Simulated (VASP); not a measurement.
Here is a VASP 6.6.1 calculation.

INCAR

```
SYSTEM = SnTe
PREC     = Accurate       ! precision mode
ENCUT    = 520            ! plane-wave cutoff, eV
EDIFF    = 1E-7           ! SCF threshold, eV
ISMEAR   = 0              ! smearing method
SIGMA    = 0.02           ! smearing width, eV
LREAL    = .False.        ! projectors in reciprocal space
LASPH    = .True.         ! aspherical terms in the spheres
NELM     = 60             ! most SCF steps
ALGO     = Fast           ! electronic algorithm
ISIF     = 3              ! what is computed and relaxed
LWAVE    = .False.        ! write WAVECAR
LCHARG   = .False.        ! write CHGCAR
GGA      = PS             ! functional
IBRION   = 2              ! ionic algorithm
NSW      = 80             ! ionic steps
EDIFFG   = -0.002         ! ionic threshold
```

File KPOINTS:

```
regular mesh
0
Gamma
  8 8 8
  0 0 0
```

Contents of POSCAR:

```
SnTe
1.0
    0.0000000000      3.1508500000      3.1508500000
    3.1508500000      0.0000000000      3.1508500000
    3.1508500000      3.1508500000      0.0000000000
Sn Te
1 1
Direct
    0.0000000000      0.0000000000      0.0000000000
    0.5000000000      0.5000000000      0.5000000000
```

Potentials or basis: VASP PAW PBE potentials, release 64 (Sn_d, Te).

The run is started by

```console
$ cat potpaw_PBE.64/Sn_d/POTCAR potpaw_PBE.64/Te/POTCAR > POTCAR
$ mpirun -np 1 vasp_std > vasp.out
```

Q: Predict the band gap on the k mesh.

A: 0.16 eV, direct.

Q: Predict the relaxed volume.

A: 31.09 Å³/atom.

Q: Estimate the relaxed cell.

A: a = 4.447 Å, b = 4.447 Å, c = 4.447 Å, α = 60.00°, β = 60.00°, γ = 60.00°.

Q: Predict the space group after relaxing (to 0.05 Å).

A: Fm-3m (No. 225).

Final structure:
```cif
data_structure
_symmetry_space_group_name_H-M 'P 1'
_symmetry_Int_Tables_number 1
_cell_length_a 4.4469
_cell_length_b 4.4469
_cell_length_c 4.4469
_cell_angle_alpha 60.000
_cell_angle_beta 60.000
_cell_angle_gamma 60.000
_cell_volume 62.18
loop_
_atom_site_label
_atom_site_type_symbol
_atom_site_fract_x
_atom_site_fract_y
_atom_site_fract_z
_atom_site_occupancy
Sn1 Sn 0.00000 0.00000 0.00000 1
Te1 Te 0.50000 0.50000 0.50000 1
```

Caveat: the PAW data sets were made with another functional, which shifts forces and pressure a little; spin-orbit coupling is left out, which moves the levels of the heavy elements. A k mesh can miss the band edges.
